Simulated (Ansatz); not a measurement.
The cell was built from the bcc type and relaxed in the same program, and has space group Im-3m; it needn't be a known or the stable phase.

Below is the log of a run of Ansatz 0.2.0.

```
Cu: projections on atomic orbitals take those of the free atom 1s2 2s2 2p6 3s2 3p6 3d10 4s1, of charge +0.00 (hamiltonian.pseudopotentials.projection_atoms)
LAPW: plane waves up to 9.706 Å⁻¹, error target 2.5e-4 eV per atom; small_component_spin mean_spin; Cu in spheres of 1.249 Å, 19 of its electrons in bands, Dirac shells []
Engine: ansatz 0.2.0
Pseudopotentials: kind: all_electron
Pseudopotential: Cu, LAPW, valence charge 19, Koelling and Harmon's equation, gaussian nucleus
Functional definition: PBE
  parameter kappa = 0.804
  parameter beta = 0.06672455060314922
  exchange = pbe_x(kappa = kappa, mu = beta*pi^2/3)
  correlation = pbe_c(beta = beta)
Crystal: 1 atoms, lattice volume = 12.009 Å³
Basis set: ecut = 358.89118145057455 eV, 177 PW (Γ), exchange–correlation at level 2
Bands: 14, of which v1, the nominal top of the filled ones, is band 10 counted from 1 (9 counted from 0)
Symmetry: 48 space group operations
Space group: Im-3m (ITA 229), of the structure as read, at distance tolerance 2.3e-5 Å
k-points: 145 of 4096
Non-local potential: Cu, projectors of the file, none
Initial density: superposition of atomic densities (chi_scale 0.1, normalization cell)
Initial wavefunctions: plane waves of lowest kinetic energy (no species holds an atomic orbital)
Functional: x = pbe(κ = 0.804, μ = 0.2195149727645171), c = pbe(β = 0.06672455060314922)
iter 1 solved again at ethr=9.05e-4 eV; its pass at ethr=1.00e-1 eV (dr2=1.72e-1 eV) is discarded
SCF iter   1: F=—  HF=-45035.128004 eV  |F-HF|=—  |Δ(HF+E_count)|=         —  Δρ=5.22e-2  dr2=1.72e-1  ethr=9.05e-4  ⟨swp⟩=2.3  Hψ=14346  notcnv=0
preconditioner: auto → none  [metal: Δε(μ)=0.049 eV  Ē_g=15.913 eV  σ=0.080 eV  W_gap=0.15  n_scr=0 (ndim 8)  ℏωp=35.5 eV  f_vac=0.000  D(μ)=0.45/eV (n_scr^D=0)]
SCF iter   2: F=—  HF=-45035.948710 eV  |F-HF|=—  |Δ(HF+E_count)|=   8.21e-1  Δρ=3.21e-2  dr2=6.55e-2  ethr=9.05e-4  ⟨swp⟩=3.0  Hψ=6631  notcnv=0  defer=1
iter 3 solved again at ethr=1.90e-6 eV; its pass at ethr=3.45e-4 eV (dr2=3.61e-4 eV) is discarded
SCF iter   3: F=—  HF=-45034.345953 eV  |F-HF|=—  |Δ(HF+E_count)|=    1.60e0  Δρ=2.36e-3  dr2=3.61e-4  ethr=1.90e-6  ⟨swp⟩=2.5  Hψ=10324  notcnv=0
SCF iter   4: F=—  HF=-45034.263764 eV  |F-HF|=—  |Δ(HF+E_count)|=   8.22e-2  Δρ=5.73e-3  dr2=2.04e-3  ethr=1.90e-6  ⟨swp⟩=3.0  Hψ=6334  notcnv=0
SCF iter   5: F=—  HF=-45034.256233 eV  |F-HF|=—  |Δ(HF+E_count)|=   7.53e-3  Δρ=8.98e-4  dr2=4.89e-5  ethr=1.90e-6  ⟨swp⟩=2.6  Hψ=5636  notcnv=0
SCF iter   6: F=—  HF=-45034.256093 eV  |F-HF|=—  |Δ(HF+E_count)|=   1.40e-4  Δρ=1.46e-5  dr2=8.40e-9  ethr=2.57e-7  ⟨swp⟩=2.0  Hψ=5463  notcnv=0
SCF iter   7: F=-45034.256093 eV  HF=-45034.256093 eV  |F-HF|=6.26e-9  |Δ(HF+E_count)|=   5.41e-8  Δρ=2.33e-6  dr2=3.78e-10  ethr=4.42e-11  ⟨swp⟩=3.1  Hψ=6292  notcnv=0
SCF 1 converged in 7 iterations: F = -45034.256093 eV  dr2 = 3.78e-10
NSCF: frozen V_eff on 99 k-points
SCF converged after 7 iterations
Free energy (F): -45034.256093 eV
Harris-Foulkes:  -45034.256093 eV  (|F-HF|=6.26e-9)
Internal energy: -45034.246177 eV  (E = F + TS)
E sigma→0 (E₀):  -45034.251135 eV
Entropy (-TS):   -0.009916 eV (-9.916 meV/atom)
Fermi energy:    16.273340 eV
--- Per-component energies (eV) ---
  E_band       = -368.285762
  E_kinetic    = 45808.134489
  E_xc         = -1840.553657
  E_electrostatic = -89001.827010  (all electrons and nuclei)
  E_smearing   = -0.009916  (= −TS)
  E_closure    = 0.000000  (closes the sum)
  E_atoms      = -45030.532457  (free atoms, spherical and without spin; not in F)
  Σ components = -45034.256093   (vs F -45034.256093, Δ=0.00e0)
  Basis errors (estimates in eV, not in F): energy 6.3e-5 per atom: plane waves 5.7e-5 (3.0e-5 summed), levels above the bands 4.6e-87, relativity 6.8e-9, radial functions 5.6e-6, core shells 2.6e-11; eigenvalues (radial functions only) 6.0e-6; not estimated: angular momenta, meshes, grids; target (lapw.basis_error) 2.5e-4; muffin-tin radii Cu 1.249 Å
--- Forces (eV/Å), atoms counted from 1 ---
  atom   1  Cu     0.00000000    -0.00000000     0.00000000
  max |Σ_I F_I| component: 4.11e-32 eV/Å
--- Stress (GPa, compression-positive) ---
       -0.056919       0.000000       0.000000
        0.000000      -0.056919      -0.000000
        0.000000      -0.000000      -0.056919
  P = ⅓ Tr σ = -0.0569 GPa (-0.569 kbar)
--- Band table (eV; the first three rows and the last of 145) ---
  k-point 0: bands = ["-96.2850", "-53.6009", "-53.6009", "-53.6009", "6.9818", "13.2248", "13.2248", "13.2248", "14.2235", "14.2235", "41.1663", "41.1663", "41.1663", "44.2611"]
  k-point 1: bands = ["-96.2845", "-53.6048", "-53.6023", "-53.6008", "7.1308", "13.1971", "13.2236", "13.2817", "14.1964", "14.2256", "39.4603", "40.7079", "40.7638", "42.5857"]
  k-point 2: bands = ["-96.2829", "-53.6162", "-53.6064", "-53.6007", "7.5712", "13.1187", "13.2125", "13.4466", "14.1335", "14.2324", "36.2458", "39.3084", "39.9655", "40.5259"]
  k-point 144: bands = ["-96.2594", "-53.6802", "-53.6802", "-53.6802", "11.7239", "11.7239", "14.7762", "14.7762", "14.7762", "24.3320", "24.3320", "24.3320", "29.7289", "29.7289"]
--- Löwdin populations: 1 site ---
  site symbol       q [e]
     0     Cu     28.8371
  spilling = 0.005617 (of n_electrons = 29.000000)
```

The cell and starting positions:

```
CELL_PARAMETERS angstrom
-1.44262 1.44262 1.44262
1.44262 -1.44262 1.44262
1.44262 1.44262 -1.44262
ATOMIC_POSITIONS crystal
Cu 0.00000 0.00000 0.00000
```

Parts of the input that the log doesn't repeat:

```yaml
  band_path:
    path:
      - [0.0, 0.0, 0.0]
      - [0.5, -0.5, 0.5]
      - [0.0, 0.0, 0.5]
      - [0.0, 0.0, 0.0]
      - [0.25, 0.25, 0.25]
      - [0.5, -0.5, 0.5]
      - [0.25, 0.25, 0.25]
      - [0.0, 0.0, 0.5]
    npoints: 14
output:
  forces: true
  stress: true
  eigenvalues: true
  populations: true
  dos: { projected: true, de: 0.2, e_range: [-14, 8] }
```

(1) Write the input that produced this log.

Answers

(1) 
```yaml
crystal:
  lattice:
    - [-1.4426151253, 1.4426151253, 1.4426151253]
    - [1.4426151253, -1.4426151253, 1.4426151253]
    - [1.4426151253, 1.4426151253, -1.4426151253]
  atoms:
    - { symbol: Cu, position: [0.0, 0.0, 0.0] }
kpoints:
  mp_grid: { grid: [16, 16, 16] }
  band_path:
    path:
      - [0.0, 0.0, 0.0]
      - [0.5, -0.5, 0.5]
      - [0.0, 0.0, 0.5]
      - [0.0, 0.0, 0.0]
      - [0.25, 0.25, 0.25]
      - [0.5, -0.5, 0.5]
      - [0.25, 0.25, 0.25]
      - [0.0, 0.0, 0.5]
    npoints: 14
scf:
  occupations: { method: fermi_dirac, width: 0.08 }
hamiltonian:
  xc: pbe
  pseudopotentials: { kind: all_electron, lapw: { basis_error: 0.00025 } }
output:
  forces: true
  stress: true
  eigenvalues: true
  populations: true
  dos: { projected: true, de: 0.2, e_range: [-14, 8] }
```
This is the input that was run; digits and keys that the log doesn't show could differ in an equivalent one.
